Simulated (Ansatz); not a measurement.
# Ge: the cost of one run

Computed with Ansatz 0.2.0 (DFT r2SCAN, scalar-relativistic, plane waves, PAW, unless a step's input says otherwise).

1 further run of the same task is left out (set aside as unsound or not needed). Runs told in other sessions of the task aren't counted.

## (1) The system as given

It takes space group P6_3/mmc (No. 194, hexagonal). Conventional cell: a = 3.996 Å, b = 3.996 Å, c = 6.603 Å, α = 90.00°, β = 90.00°, γ = 120.00°. Around Ge (site symmetry 3m) lie 4 Ge at 2.45 to 2.47 Å.

Structure file:

```cif
data_structure
_symmetry_space_group_name_H-M 'P6_3/mmc'
_symmetry_Int_Tables_number 194
_cell_length_a 3.9956
_cell_length_b 3.9956
_cell_length_c 6.6027
_cell_angle_alpha 90.000
_cell_angle_beta 90.000
_cell_angle_gamma 120.000
_cell_volume 91.29
loop_
_atom_site_label
_atom_site_type_symbol
_atom_site_symmetry_multiplicity
_atom_site_Wyckoff_symbol
_atom_site_fract_x
_atom_site_fract_y
_atom_site_fract_z
_atom_site_occupancy
Ge1 Ge 4 f 0.66667 0.33333 0.06298 1
```

It goes back to an entry of the Materials Project, which need not be the stable form.

It is the result of an earlier relaxation at this level (volume 22.82 Å³/atom; gap on the mesh: 0.10 eV).

## (2) The reference cell

Reference values: F = -17211.5570 eV; pressure -0.01 GPa; largest force 0.001 eV/Å; gap on the mesh 0.10 eV. It was computed beforehand with the settings of the runs below.

## (3) The scan: one atom moved over a plane

Atom 1 (Ge) is moved by p along (1.000, 0.000, 0.000) and q along (0.000, 0.000, 1.000) (Å), all else fixed; its images in the other cells move with it. Points alike by symmetry are run once.

## (4) At p = -0.200, q = -0.200

Contents of input.yaml:

```yaml
crystal:
  lattice:
    - [3.9956487014, 0.0, 0.0]
    - [-1.9978243507, 3.46033328, 0.0]
    - [0.0, 0.0, 6.6027109586]
  atoms:
    - { symbol: Ge, position: [0.6166122162, 0.3333333333, 0.0326908455] }
    - { symbol: Ge, position: [0.3333333333, 0.6666666667, 0.5629814339] }
    - { symbol: Ge, position: [0.6666666667, 0.3333333333, 0.4370185661] }
    - { symbol: Ge, position: [0.3333333333, 0.6666666667, 0.9370185661] }
basis:
  ecutwfc: 500
kpoints:
  mp_grid: { grid: [12, 12, 6] }
hamiltonian:
  xc: r2scan
scf:
  occupations: { method: gaussian, width: 0.03 }
output:
  forces: true
  stress: true
  eigenvalues: true
```

The run is started by

```console
> ansatz run input.yaml --threads 2 --pin off --max-ram 5120MiB --backend cpu --events-out ev --progress --plain --runs-dir out
```

What time and memory should one allow on 2 threads of Intel Xeon 6975P-C (Granite Rapids), shared host?

About 64 s, with a peak of 1.5 GiB.
